## Mass, springs and electric fields in the vibrations of MgS

Rocksalt MgS consists of two interlocking lattices, one of Mg²⁺ and one of S²⁻, and every ion sits in an octahedron of six ions of the other kind. A vibration travels through them as a wave. Its frequency rises with the stiffness that the moving ions feel and falls with their mass. Which ions move, and in which direction, depends on the wavelength and direction of the wave, which the "mode q point" names: X, U, K, L and W are short waves at the edge of the allowed range.

With two ions in the repeating cell, each wave has six modes. The "mode branch" numbers them from the lowest frequency to the highest. The frequencies come from density-functional theory with harmonic forces, that is, for small displacements.

Harmonic phonon frequencies of rocksalt MgS, calculated with Ansatz 0.2.0 using PBE, scalar-relativistic PAW, a plane-wave cutoff of 420 eV and an 8×8×8 k mesh. The force constants come from linear response on a 4×4×4 q mesh and are interpolated with the long-range electric term included.

```tsv
row	mode phonon frequency (cm^-1)	mode q point	mode branch
1	125.7	X	1
2	125.7	X	2
3	181.9	X	3
4	252.3	X	4
5	252.3	X	5
6	292.0	X	6
7	153.4	U	1
8	178.7	U	2
9	209.4	U	3
10	231.0	U	4
11	271.8	U	5
12	281.7	U	6
13	153.4	K	1
14	178.7	K	2
15	209.4	K	3
16	231.0	K	4
17	271.8	K	5
18	281.7	K	6
19	168.8	L	1
20	168.8	L	2
21	192.5	L	3
22	192.5	L	4
23	290.5	L	5
24	355.1	L	6
25	168.7	W	1
26	168.7	W	2
27	224.8	W	3
28	228.7	W	4
29	273.6	W	5
30	273.6	W	6
```

### 1. Why do some frequencies come in equal pairs, and why do U and K agree?

Equal pairs are the work of symmetry. A wave towards X runs along a fourfold axis of the crystal and one towards L along a threefold axis. Two sideways directions of motion are then equivalent and must have the same frequency. These modes are called transverse; the single ones, with motion along the wave, are longitudinal. At W a fourfold rotation combined with a reflection also enforces pairs, but there the names transverse and longitudinal no longer fit the motions. At U the symmetry is too low for pairs, and six different frequencies appear.

U and K agree for another reason. Apart from a rotation of the crystal, the two waves displace the ions in exactly the same way and differ only in the empty space between them. Their rows are one result printed twice, so their agreement is no test of accuracy.

### 2. Is the largest frequency in the table the highest in the crystal?

It is not. The largest entry is 355.1 cm⁻¹ at L, but the same calculation gives 388.8 cm⁻¹ for a very long wave in which the two lattices move against each other along the direction of travel. The corresponding transverse motion lies at only 223.6 cm⁻¹.

The bonds are the same in both cases, so the difference must come from elsewhere. When oppositely charged ions move against each other along the wave, positive charge gathers in some planes and negative charge in others. The electric field between these planes pulls the ions back and acts as an additional spring. In the transverse motion no such charge builds up. This is the standard splitting of longitudinal and transverse optical modes in a polar crystal.

### 3. Does a branch number always stand for the same motion?

The step from X to U shows that it does not. Read by number, branch 2 rises from 125.7 to 178.7 cm⁻¹. The interpolated frequencies between the two points tell a different story: one mode climbs steadily from 125.7 to 209.4 cm⁻¹ and on its way passes another that hardly changes.

At the crossing the two modes exchange their numbers but keep their motions. A branch number is therefore a place in a ranking. To learn what moves, one needs the displacement pattern of the mode. Where that is not printed, symmetry can narrow the choice, most of all at L.

### 4. Why is one transverse pair at L higher than the other?

In the wave at L, successive planes of the same ion move in opposite directions. Each S plane lies midway between two Mg planes, so when the Mg planes move, their pulls on the S plane cancel. The S ions stay at rest. The same holds with the roles exchanged, and each mode at L therefore moves only one kind of ion.

A single ion moving against resting neighbours is the simplest oscillator there is. With $k$ for the effective spring and $m$ for the mass of the moving ion, its frequency is

$$\omega=\sqrt{k/m}.$$

Both ions are held by six bonds of the same kind and length. If the springs are taken as equal, only the masses differ, and the lighter Mg should vibrate faster by the factor

$$\sqrt{\frac{m_\mathrm{S}}{m_\mathrm{Mg}}}=\sqrt{\frac{32.06}{24.305}}=1.149.$$

Applied to the lower pair at 168.8 cm⁻¹, this factor puts the upper pair at 193.9 cm⁻¹. The calculation gives 192.5 cm⁻¹, which agrees to within one per cent. Mass alone can thus reproduce the order and the spacing of the transverse pairs, provided that S moves in the lower and Mg in the upper.

One good match does not prove that the springs are equal, and W gives a warning. There, too, symmetry allows only one kind of ion to move in each of the two single modes, branches 3 and 4. Equal springs would set these about 15 per cent apart, yet they differ by less than 2 per cent. Whichever ion moves in the upper one, the spring on S must be over a quarter stiffer than that on Mg. The six shared bonds are therefore not the whole story.

The assignment at L is the simplest reading of the frequencies, not a proven one. The opposite would require the spring on S to be about 1.7 times that on Mg. The displacement pattern of each mode, which a phonon calculation can also print, would decide. The output printed after the text lists the spring ratios for both assignments.

### 5. Does the same rule hold for the longitudinal modes at L?

Only roughly. Starting from the lower longitudinal mode at 290.5 cm⁻¹, the mass factor predicts 333.6 cm⁻¹ for the upper one, about 6 per cent below the computed 355.1 cm⁻¹. If Mg again moves in the upper mode, its effective spring is some 13 per cent stiffer than that of S.

The place where the rule fails is instructive. Six equal bonds in an octahedron hold an ion equally firmly in every direction, so by themselves they would give longitudinal and transverse modes at L the same frequency. The large distance between them must come from forces of longer reach, and the electric forces between charged planes met in question 2 are expected to be a large part. In the S mode, the repulsion between neighbouring sulfide ions, 3.698 Å apart, may add as much.

For rigid ions of equal and opposite charge, these electric forces would still act equally on Mg and S. Real ions are not rigid. If the S spring is indeed the softer one in these modes, a possible cause is that the large electron cloud of the sulfide ion shifts as the ion moves and weakens the restoring force. The frequencies alone cannot separate this effect from short-range forces between ions of the same kind.

### 6. Is there a gap between acoustic and optical modes, and would a heavier anion open one?

In long acoustic waves neighbouring ions move together; in long optical waves they move against each other. At X, branches 3 and 4 are 70.4 cm⁻¹ apart, which looks like a gap between the two families. Yet branch 4 at L, at 192.5 cm⁻¹, lies below branch 3 at W, at 224.8 cm⁻¹. No frequency window separates the lower three branches from the upper three throughout the crystal.

The reason can be followed along the path from long waves to L. Halfway, the longitudinal acoustic mode still lies below the transverse optical pair. At L it has climbed 98 cm⁻¹ above that pair. The six bonds alone could not do this. Forces beyond the nearest neighbours outweigh the modest difference in mass: electric ones and the repulsion between like ions, in shares that the frequencies do not fix.

Charged planes are not needed for such an overlap. On the path to X, where every plane holds both ions and is neutral, the two longitudinal modes approach each other, at 229.6 and 275.4 cm⁻¹, and then part again. They are expected to trade their patterns there. The acoustic pattern would then end at 292.0 cm⁻¹, above the transverse optical pair, and the optical pattern at 181.9 cm⁻¹.

A heavier anion would work against this. Suppose that only its mass changes and every spring stays as it is. At L the Mg modes then keep their frequencies, since the anion is at rest in them, while the anion modes fall as $1/\sqrt{m}$. Suppose also that S moves in the lower mode of each kind at L, as assumed in questions 4 and 5. For a gap, the longitudinal anion mode must then drop from 290.5 to below 192.5 cm⁻¹, which takes a mass of more than

$$32.06\times\left(\frac{290.5}{192.5}\right)^2\approx 73$$

atomic mass units, over twice that of sulfur. If S moved in the upper transverse pair instead, the mode would have to fall below 168.8 cm⁻¹ and the mass would have to exceed about 95.

This is a condition at L only, and a gap must survive at every other wave as well. A real change of element would also alter the bond length and the springs. The lesson that carries over is the competition itself: a large mass ratio pulls the two families apart, and forces that stiffen short longitudinal waves, whether electric or repulsive, push the longitudinal acoustic mode back up between the optical ones.

### 7. Which digits can be trusted, and which depend on a setting?

The equality within a pair is exact, because symmetry demands it. The first decimal of a frequency is only the resolution of the printout. Differences of tens of wavenumbers, such as those behind questions 5 and 6, can bear an explanation. Branches 3 and 4 at W are only 3.9 cm⁻¹ apart, and which ion moves in the upper one should not be explained unless the order survives a finer mesh and a larger basis.

The points also differ in how they were obtained. The forces for X, L and W were calculated directly, whereas U and K were interpolated from such points. If the long-range electric term were left out of the interpolation, the longitudinal optical mode of the very long wave would drop to the transverse value of 223.6 cm⁻¹. X, L and W would stay where they are, and U and K could shift.

For a comparison with a measured spectrum, the functional matters more than the last digit. PBE tends to make bonds slightly too long and therefore vibrations somewhat too soft, and the harmonic treatment omits the shifts that come with temperature. Ratios within one wave, such as that of the two transverse pairs at L, are less exposed to such common errors than the absolute frequencies.

Numerical output:

```
Lowest frequency in the table (cm^-1): 125.7
Highest frequency in the table (cm^-1): 355.1
Longitudinal optical mode at Gamma above the highest table entry (cm^-1): 33.7
Longitudinal minus transverse optical frequency at Gamma (cm^-1): 165.2
Branch 4 minus branch 3 at X (cm^-1): 70.4
Branch 4 minus branch 3 at U (cm^-1): 21.6
Branch 4 minus branch 3 at L (cm^-1): 0
Branch 4 minus branch 3 at W (cm^-1): 3.9
Highest branch 3 frequency in the table (cm^-1): 224.8
Lowest branch 4 frequency in the table (cm^-1): 192.5
Overlap of branch 3 with branch 4 (cm^-1): 32.3
Steep mode from X row 2 to U row 9, change (cm^-1): 83.7
Flat mode from X row 3 to U row 8, change (cm^-1): -3.2
Apparent change of branch 2 from X to U by number only (cm^-1): 53
Halfway from Gamma to L, upper transverse pair above lower longitudinal mode (cm^-1): 24.57
At L, lower longitudinal mode above upper transverse pair (cm^-1): 98
Square root of mass ratio S to Mg: 1.149
Frequency ratio of the two transverse pairs at L: 1.14
Frequency ratio of the two longitudinal modes at L: 1.222
Upper transverse pair at L estimated from mass alone (cm^-1): 193.9
Estimate minus computed value, transverse (cm^-1): 1.368
Upper longitudinal mode at L estimated from mass alone (cm^-1): 333.6
Estimate minus computed value, longitudinal (cm^-1): -21.46
Spring of Mg over spring of S at L, transverse, Mg in upper modes: 0.9859
Spring of Mg over spring of S at L, longitudinal, Mg in upper modes: 1.133
Spring of S over spring of Mg at L, transverse, if S were in upper modes: 1.715
Spring of S over spring of Mg at L, longitudinal, if S were in upper modes: 1.971
Anion mass at which its longitudinal L mode meets the Mg transverse pair, springs frozen (amu): 73.01
```
